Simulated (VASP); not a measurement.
```
CELL_PARAMETERS angstrom
      0.00000     2.98500     2.98500
      2.98500     0.00000     2.98500
      2.98500     2.98500     0.00000
ATOMIC_POSITIONS crystal
  Na 0.00000 0.00000 0.00000
  Br 0.50000 0.50000 0.50000
```

All values below come from PBE GGA, VASP's PBE PAW potentials (set 64) (plane waves; VASP). Run with 400 eV cut-off, 1×1×1 Γ-centred mesh, Gaussian smearing of 0.050 eV, potentials Na_pv Br.

Q: Estimate the energy per atom (σ→0), pressure.

A: 
The energy per atom (σ→0) is -0.483 eV/atom and the pressure is 24.10 GPa.

The absolute energy has meaning only against runs of the same code, potentials and settings.

The compound is NaBr in the rock salt structure. The cell was not relaxed at this level. The k-mesh is coarse (spacing up to 1.82 per Å, 2π included), so the numbers may not be converged in it. The run is one of a series of settings (KPOINTS 1×1×1 Γ-centred mesh against the base run), some of them coarse on purpose.
